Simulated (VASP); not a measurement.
Input of a VASP 6.6.1 run:

File INCAR:

```
SYSTEM = Hf2Si
PREC = Accurate
ENCUT = 520
EDIFF = 1E-6
ISMEAR = 0
SIGMA = 0.1
LREAL = .FALSE.
LASPH = .TRUE.
NELM = 100
ALGO = Normal
ISIF = 2
LWAVE = .FALSE.
LCHARG = .FALSE.
GGA = PS
```

File KPOINTS:

```
Automatic mesh
0
G
  14 14 14
  0 0 0
```

The input POSCAR:

```
Hf2Si
1.0
   -3.2543800000      3.2543800000      2.5703800000
    3.2543800000     -3.2543800000      2.5703800000
    3.2543800000      3.2543800000     -2.5703800000
Hf Si
4 2
Direct
    0.3433500000      0.1566500000      0.5000000000
    0.8433400000      0.3433400000      0.1866900000
    0.6566500000      0.8433400000      0.5000000000
    0.1566500000      0.6566600000      0.8133100000
    0.2500000000      0.2500000000      0.0000000000
    0.7500000000      0.7500000000      0.0000000000
```

Potentials or basis: VASP PAW PBE potentials, release 64 (Hf_pv, Si).

Run with:

```sh
$ cat potpaw_PBE.64/Hf_pv/POTCAR potpaw_PBE.64/Si/POTCAR > POTCAR
$ mpirun -np 1 vasp_std > vasp.out
```

Question: Estimate the largest force.

Answer: 0.013 eV/Å.

Question: Predict the band gap on the k mesh.

Answer: None (metal or under the smearing width).

Question: Estimate the pressure.

Answer: 0.0 GPa.

Forces on the atoms (eV/Å):
```
Hf   0.009 -0.009  0.000
Hf  -0.009 -0.009  0.000
Hf  -0.009  0.009  0.000
Hf   0.008  0.009  0.000
Si   0.000  0.000  0.000
Si   0.000  0.000  0.000
```

Caveat: the PAW data sets were made with another functional, which shifts forces and pressure a little. The run has no spin-orbit coupling, so splittings on Hf are missing.
